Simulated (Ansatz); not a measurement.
Wires are cut from relaxed bulk Ni (Fm-3m, 10.89 Å³/atom, gap on the mesh 0.00 eV); atoms and period are relaxed, and energies count from that bulk.

The calculation used Ansatz 0.2.0, DFT PBE, scalar-relativistic, plane waves, PAW.

Cutoff 420 eV, Gaussian smearing of 0.05 eV, energies at zero smearing, symmetry of each start kept, collinear spin where a moment is listed.

```csv
start,atoms,k mesh,excess energy (eV per host atom),line energy (eV/Å),period (Å),gap on the mesh (eV),size of the moment (μB per cell),highest filled level or Fermi level under vacuum (eV)
"[001] wire, 8 host atoms a period*",8,1×1×15,1.069,3.530,2.423,0,6.36,-
"[001] wire, 10 host atoms a period*",10,1×1×15,0.905,3.755,2.409,0,7.57,4.55
```

A dash: not computed, or not clear enough to read.

* ends far from its start.

Each run keeps its start's symmetry and one magnetic start, so lower states can exist.